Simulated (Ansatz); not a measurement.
# Ru: the cost of one run

Program: Ansatz 0.2.0. Level of theory: DFT PBEsol, scalar-relativistic, plane waves, PAW. These are calculated values, not measurements.

1 further run of the same task is left out (set aside as unsound or not needed).

**1. The structure to begin with**

The structure is hexagonal, space group P6_3/mmc (No. 194). The conventional cell has a = 2.690 Å, b = 2.690 Å, c = 4.252 Å, α = 90.00°, β = 90.00°, γ = 120.00°. Around Ru (site symmetry -6m2) lie 12 Ru at 2.63 to 2.69 Å.

As a file:

```xyz
2
Lattice="2.6895 0.0000 0.0000 -1.3448 2.3292 0.0000 0.0000 0.0000 4.2519" Properties=species:S:1:pos:R:3 pbc="T T T"
Ru    0.0000    1.5528    1.0630
Ru    1.3448    0.7764    3.1889
```

It is the result of an earlier relaxation at this level (volume 13.32 Å³/atom; gap on the mesh: none (metal)).

**2. Bands, states and charges**

Input file input.yaml:

```yaml
crystal:
  lattice:
    - [2.6895240086, 0.0, 0.0]
    - [-1.3447620043, 2.3291961155, 0.0]
    - [0.0, 0.0, 4.2519209257]
  atoms:
    - { symbol: Ru, position: [0.3333333333, 0.6666666667, 0.25] }
    - { symbol: Ru, position: [0.6666666667, 0.3333333333, 0.75] }
basis:
  ecutwfc: 420
kpoints:
  mp_grid: { grid: [18, 18, 10] }
  band_path:
    path:
      - [[0.0, 0.0, 0.0], [0.5, 0.0, 0.0], [0.33333333, 0.33333333, 0.0], [0.0, 0.0, 0.0], [0.0, 0.0, 0.5], [0.5, 0.0, 0.5], [0.33333333, 0.33333333, 0.5], [0.0, 0.0, 0.5]]
      - [[0.5, 0.0, 0.5], [0.5, 0.0, 0.0]]
      - [[0.33333333, 0.33333333, 0.5], [0.33333333, 0.33333333, 0.0]]
    npoints: 14
hamiltonian:
  xc: pbesol
scf:
  occupations: { method: gaussian, width: 0.1 }
  n_extra_bands: 6
output:
  forces: true
  stress: true
  eigenvalues: true
  populations: true
  dos: { projected: true, de: 0.02, nscf_kmesh: { grid: [27, 27, 15] } }
  bader: true
  write_density: true
  write_potential: true
  elf: true
  volumetric_format: npy
```

The run is started by

```bash
ansatz run input.yaml --threads 1 --pin off --max-ram 2560MiB --backend cpu --events-out ev --progress --plain --runs-dir out
```

What time and memory should one allow on 1 thread of Arm Neoverse N1, shared host?

About 52 s, with a peak of 0.43 GiB.
